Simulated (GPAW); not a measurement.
A calculation with GPAW 26.7.0 of GaN (cli, Cartesian positions):

Contents of GaN.xyz:

```xyz
2
Lattice="2.9806400175 0.0000000000 0.0000000000 -1.4903200088 2.5813099747 0.0000000000 0.0000000000 0.0000000000 2.6833700000" Properties=species:S:1:pos:R:3 pbc="T T T"
Ga     1.4903349119      0.8604280539      1.3416850000
N      0.0000149031     -0.0000086043      0.0000000000
```

Potentials or basis: GPAW PAW data sets (gpaw-data 1.2.1), pw.

Run with:

```sh
$ OMP_NUM_THREADS=1 gpaw run GaN.xyz -p 'mode=PW(800),xc=PBE,kpts={size:(10,10,10),gamma:True},occupations={name:fermi-dirac,width:0.05},nbands=11,convergence={density:1e-05,energy:1e-05},maxiter=150,txt=gpaw.txt' --properties efs -w gs.gpw
```

The cell was built by a generator and needn't be a form met in nature.

Write the same calculation in another form: ASE script, structure typed inline.

As run:

The input run.py:

```python
from ase import Atoms
from ase.dft.bandgap import bandgap
from ase.io import write
from ase.units import GPa
from gpaw import GPAW, PW

atoms = Atoms(['Ga', 'N'],
              cell=[[2.9806400175, 0.0, 0.0],
                    [-1.4903200088, 2.5813099747, 0.0],
                    [0.0, 0.0, 2.68337]],
              scaled_positions=[[0.66667, 0.33333, 0.5],
                                [0.0000033333, -0.0000033333, 0.0]],
              pbc=True)

calc = GPAW(mode=PW(800),
            xc='PBE',
            kpts={'size': (10, 10, 10), 'gamma': True},
            occupations={'name': 'fermi-dirac', 'width': 0.05},
            nbands=11,
            convergence={'density': 1e-05, 'energy': 1e-05},
            maxiter=150,
            txt='gpaw.txt')
atoms.calc = calc
energy = atoms.get_potential_energy()
forces = atoms.get_forces()
stress = atoms.get_stress()
calc.write('gs.gpw')
write('result.traj', atoms)
print(f'Energy: {energy:.6f} eV')
print('Forces (eV/A):')
print(forces.round(4))
print('Stress (GPa):', (stress / GPa).round(3))
print('Fermi level:', round(calc.get_fermi_level(), 4), 'eV')
print(f'Gap: {bandgap(calc)[0]:.4f} eV, direct: {bandgap(calc, direct=True)[0]:.4f} eV')
```

Potentials or basis: GPAW PAW data sets (gpaw-data 1.2.1), pw.

The run is started by

```console
$ OMP_NUM_THREADS=1 python run.py
```

Both were run:

|  | cli, Cartesian positions | ASE script, structure typed inline |
| --- | --- | --- |
| Pressure | 1.4 GPa | 1.4 GPa |
| Band gap on the k mesh | none (metal or under the smearing width) | none (metal or under the smearing width) |

Keys that steer only the numerical path or the files written may differ.
